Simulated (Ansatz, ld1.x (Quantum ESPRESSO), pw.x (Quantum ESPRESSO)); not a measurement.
**From atom to crystal: TM potential for Cs**

caesium, norm-conserving Troullier–Martins (Kleinman–Bylander form), made with ld1.x (Quantum ESPRESSO) 7.5 (PBE, scalar-relativistic). Core [Kr] 4d10 5s2, reference 5p6 5d0 6s1 6p0. Waves: 6s (bound): rc 3.30 bohr; 5p (bound): rc 2.65 bohr; 5d (bound, empty): rc 4.20 bohr. Local part: the d channel. Core correction: none.

Atomic tests: cutoffs needed: 15 Ry and 21 Ry (the cutoffs (Ry, on a coarse ladder) from which the occupation-weighted sum of valence levels, in a spherical-Bessel basis at the reference potential, stays within 10 and 1 mRy of its value at 400 Ry); ghost test: ghost state, extra bound levels that the all-electron valence spectrum of the same l lacks: s at -6.8 eV; a true bound ghost makes a file unfit for plane-wave use (spherical-Bessel basis up to 400 Ry, 20 bohr box); configuration tests: 1 of 6 tests not solved or not reliable.

Crystal test: diamond Cs in pw.x 7.5, no spin, 8³ k-points, Fermi–Dirac smearing 0.01 Ry, cutoffs 35/140 Ry. The reference is all-electron LAPW (Ansatz 0.2.0) with the same functional, mesh and smearing; V0 and B0 come from Birch–Murnaghan fits to the pressures at five volumes. Errors are pseudo minus all-electron; Δ is the rms difference of the E(V) curves that follow from these fits, minima aligned, over ±6 % about the mean V0. Mesh and smearing are coarse, so the numbers serve the comparison and aren't converged zero-temperature values; the lattice is a test structure that the element need not adopt.

```
V (Å³/atom)  P all-electron (GPa)  P pseudo (GPa)
    178.799                  0.03           -0.06
    183.505                  0.01           -0.06
    188.210                 -0.00           -0.07
    192.915                 -0.02           -0.07
    197.620                 -0.03           -0.07
```

All-electron: a0 = 11.452 Å (V0 = 187.74 Å³/atom), B0 = 0.6 GPa.

Pseudopotential: mean pressure error (GPa): -0.07. The pressure does not cross zero within the volumes sampled, so no fit is given. This is a poor potential for the solid. Note: ghost state, extra bound levels that the all-electron valence spectrum of the same l lacks: s at -6.8 eV. A true bound ghost makes a file unfit for plane-wave use. Atomic configuration tests: 1 of 6 tests not solved or not reliable.

Q: At the middle volume, how do free energy and pressure move when the wave cutoff is lowered (ecutrho kept at four times it)?

A:

```
cutoff (Ry)  shift of F (meV/atom)  shift of P (GPa)
         16                  +62.8             -0.21
         21                  +20.5             -0.00
         28                   +9.7             -0.02
```

Input at the middle volume:

```
&control
  calculation='scf', prefix='x', pseudo_dir='./', outdir='./tmp', tstress=.true., disk_io='low'
/
&system
  ibrav=0, nat=2, ntyp=1, ecutwfc=35, ecutrho=140, nbnd=15,
  occupations='smearing', smearing='fd', degauss=0.01
/
&electrons
  conv_thr=1e-09, mixing_beta=0.4, electron_maxstep=70
/
ATOMIC_SPECIES
Cs 1.0 Cs.UPF
CELL_PARAMETERS angstrom
  0.00000000 5.73078653 5.73078653
  5.73078653 0.00000000 5.73078653
  5.73078653 5.73078653 0.00000000
ATOMIC_POSITIONS crystal
Cs 0.0000 0.0000 0.0000
Cs 0.2500 0.2500 0.2500
K_POINTS automatic
8 8 8 0 0 0
```

```bash
pw.x < Cs.scf.in > Cs.scf.out
```

Lines of the output:

```
Message from routine setup:
     using ibrav=0 with symmetry is DISCOURAGED, use correct ibrav instead
     lattice parameter (alat)  =      15.3154  a.u.
     unit-cell volume          =    2540.2081 (a.u.)^3
     number of electrons       =        14.00
     number of Kohn-Sham states=           15
     kinetic-energy cutoff     =      35.0000  Ry
     charge density cutoff     =     140.0000  Ry
     scf convergence threshold =      1.0E-09
     Exchange-correlation= PBE
     number of k points=    29  Fermi-Dirac smearing, width (Ry)=  0.0100
     iteration #  1     ecut=    35.00 Ry     beta= 0.40
     c_bands:  5 eigenvalues not converged
     c_bands:  3 eigenvalues not converged
     c_bands:  2 eigenvalues not converged
     total energy              =     -46.28580683 Ry
     estimated scf accuracy    <       0.98685637 Ry
     iteration #  2     ecut=    35.00 Ry     beta= 0.40
     total energy              =     -46.40856895 Ry
     estimated scf accuracy    <       0.03392908 Ry
     iteration #  3     ecut=    35.00 Ry     beta= 0.40
     negative rho (up, down):  2.374E-03 0.000E+00
     total energy              =     -46.40593964 Ry
     estimated scf accuracy    <       0.03797000 Ry
     iteration #  4     ecut=    35.00 Ry     beta= 0.40
     total energy              =     -46.35412465 Ry
     estimated scf accuracy    <       0.84253208 Ry
     iteration #  5     ecut=    35.00 Ry     beta= 0.40
     total energy              =     -46.41740450 Ry
     estimated scf accuracy    <       0.01259055 Ry
     iteration #  6     ecut=    35.00 Ry     beta= 0.40
     total energy              =     -46.41971693 Ry
     estimated scf accuracy    <       0.00721265 Ry
     iteration #  7     ecut=    35.00 Ry     beta= 0.40
     total energy              =     -46.42089654 Ry
     estimated scf accuracy    <       0.00031447 Ry
     iteration #  8     ecut=    35.00 Ry     beta= 0.40
     total energy              =     -46.42079306 Ry
     estimated scf accuracy    <       0.00045979 Ry
     iteration #  9     ecut=    35.00 Ry     beta= 0.40
     total energy              =     -46.42085219 Ry
     estimated scf accuracy    <       0.00000332 Ry
     iteration # 10     ecut=    35.00 Ry     beta= 0.40
     total energy              =     -46.42084816 Ry
     estimated scf accuracy    <       0.00021045 Ry
     iteration # 11     ecut=    35.00 Ry     beta= 0.40
     total energy              =     -46.42084688 Ry
     estimated scf accuracy    <       0.00004623 Ry
     iteration # 12     ecut=    35.00 Ry     beta= 0.40
     total energy              =     -46.42084871 Ry
     estimated scf accuracy    <       0.00000429 Ry
     iteration # 13     ecut=    35.00 Ry     beta= 0.40
     total energy              =     -46.42084882 Ry
     estimated scf accuracy    <       0.00000051 Ry
     iteration # 14     ecut=    35.00 Ry     beta= 0.40
     total energy              =     -46.42084887 Ry
     estimated scf accuracy    <          6.1E-09 Ry
     iteration # 15     ecut=    35.00 Ry     beta= 0.40
     the Fermi energy is    -0.2202 ev
!    total energy              =     -46.42084888 Ry
     estimated scf accuracy    <          4.3E-10 Ry
     smearing contrib. (-TS)   =      -0.02004713 Ry
     The total energy is F=E-TS. E is the sum of the following terms:
     one-electron contribution =     -30.57071147 Ry
     hartree contribution      =      17.43415401 Ry
     xc contribution           =      -8.89098125 Ry
     ewald contribution        =     -24.37326305 Ry
     convergence has been achieved in  15 iterations
          total   stress  (Ry/bohr**3)                   (kbar)     P=       -0.67
```

The 8 pw.x runs together took about 19 min on one core of a shared server CPU.
